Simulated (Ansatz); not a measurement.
Runs of Ansatz 0.2.0 on Sn. The typed cell holds 1 atom: a = 3.234 Å, b = 3.520 Å, c = 3.421 Å, α = 119.67°, β = 114.67°, γ = 94.75°. This isn't the form of Sn at room conditions, which is tetragonal (white tin).

```csv
task,level,cell,k mesh,cutoff (eV),points for each segment of the path,mesh quality,gap on the mesh (eV),pressure (GPa)
single point,r2SCANh,"cell sheared at random, sigma 0.06, atoms nudged by 0.01 Å",5 × 5 × 5,500,-,coarse,none,-
phonons,PBEsol,"cell sheared at random, sigma 0.06, atoms nudged by 0.01 Å",7 × 7 × 7,420,-,not flagged,none,-
band structure,PBEsol,"cell sheared at random, sigma 0.06, atoms nudged by 0.01 Å",6 × 5 × 6,420,14,coarse,none,(a)
single point,r2SCAN0,"cell sheared at random, sigma 0.06, atoms nudged by 0.01 Å",5 × 5 × 5,500,-,coarse,none,-
band structure,LDA,"cell sheared at random, sigma 0.06, atoms nudged by 0.01 Å",6 × 5 × 6,420,14,coarse,none,-4.9
band structure,r2SCAN,"cell sheared at random, sigma 0.06, atoms nudged by 0.01 Å",6 × 5 × 6,500,14,coarse,none,-2.4
band structure,HSE06,"cell sheared at random, sigma 0.06, atoms nudged by 0.01 Å",5 × 5 × 5,420,4,coarse,none,-
relaxation of cell and atoms,BLYP+D3(BJ),"relaxed from: cell sheared at random, sigma 0.06, atoms nudged by 0.01 Å",10 × 9 × 10,420,-,not flagged,none,0.0
```

Alike in all rows: potentials or basis Ansatz PAW; no spin polarisation; smearing fermi-dirac 0.05 eV.

Problem. Estimate the missing entries.

Solution. (a) -3.7.

Caveats: some runs use coarse meshes; the PAW data sets come from PBE, with cores solved anew for the run's functional, which leaves a small shift of forces and pressure; the potentials were made for another functional, which shifts forces and pressure (some runs); the plane-wave basis is chosen anew once the cell has moved, so the energies of steps on either side of that aren't comparable (some runs); pairwise dispersion overbinds metals, which lowers pressure and volume (some runs).

A k mesh can miss the band edges, and the runs leave out spin-orbit coupling on Sn.

A gap of «none» marks a metal or a gap under the smearing width.

Not every run made on this cell is shown here.
